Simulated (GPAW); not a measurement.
# NaCl: relaxation of cell and atoms with PBE

The system is NaCl.

```
Cl Na
1.0
     3.50219    0.00000    0.00000
     0.00000    3.50219    0.00000
     0.00000    0.00000    3.50219
Cl Na
1 1
Cartesian
  1.7511 1.7511 1.7511
  0.0000 0.0000 0.0000
```

Measurements of this composition are mostly on another form, of space group No. 225.

- Program: GPAW 26.7.0
- Task: relaxation of cell and atoms
- Functional: PBE
- Potentials or basis: GPAW PAW data sets (gpaw-data 1.2.1)
- Cutoff: 800 eV
- Basis: pw
- k mesh: 8 × 8 × 8
- Occupations: fermi-dirac, width 0.05 eV
- Spin: no spin polarisation
- Target pressure: 2 GPa
- Maxiter: 150
- Optimizer: BFGS
- Fmax: 0.02 eV/Å
- Max steps: 100
- Target pressure: 2 GPa
- Convergence: density=1e-05 forces=0.0001

```yaml
Relaxed_volume: 20.09 Å³/atom
Relaxed_cell: a = 3.425 Å, b = 3.425 Å, c = 3.425 Å, α = 90.00°, β = 90.00°, γ = 90.00°
Space_group_after_relaxing_to_0.05_Å: Pm-3m (No. 221)
Energy_change_on_relaxing_the_enthalpy_is_what_falls: +9.5 meV/atom
Ionic_steps: 3
Pressure_after_relaxing: 2.2 GPa
Band_gap_on_the_k_mesh: 4.22 eV, indirect (least direct gap 4.76 eV)
```

The path:
| step | energy change (eV) | largest force (eV/Å) | pressure (GPa) | volume (Å³) |
| --- | --- | --- | --- | --- |
| 1 | 0.0000 | 0.0000 | 0.12 | 42.96 |
| 2 | 0.0003 | 0.0000 | 0.26 | 42.72 |
| 3 | 0.0190 | 0.0000 | 2.15 | 40.18 |

Final structure:
```
Cl Na
1.0
     3.42508    0.00000    0.00000
     0.00000    3.42508    0.00000
     0.00000    0.00000    3.42508
Cl Na
1 1
Direct
  0.50000 0.50000 0.50000
  0.00000 0.00000 0.00000
```

Levels at points of the mesh, in eV from the valence-band top:
```
           k point  band 3  band 4  band 5  band 6  band 7  band 8  band 9  band 10  band 11
(0.00, 0.00, 0.00)  -22.02  -13.62   -0.55   -0.55   -0.55    4.22    8.45     8.45    15.76
(0.50, 0.00, 0.00)  -22.02  -13.19   -3.25   -0.29   -0.29    7.13    9.04    10.36    11.88
(0.50, 0.50, 0.00)  -22.01  -12.89   -2.50   -2.50    0.00    5.52    9.96    11.50    11.50
(0.50, 0.50, 0.50)  -22.05  -12.56   -2.06   -2.06   -2.06    7.09    7.09     7.09    12.22
```

Run time: 50 s on 1 thread of Arm Neoverse V1 (shared host), peak memory 0.2 GiB.

Caveat: later steps reuse the first step's grids. A k mesh can miss the band edges.
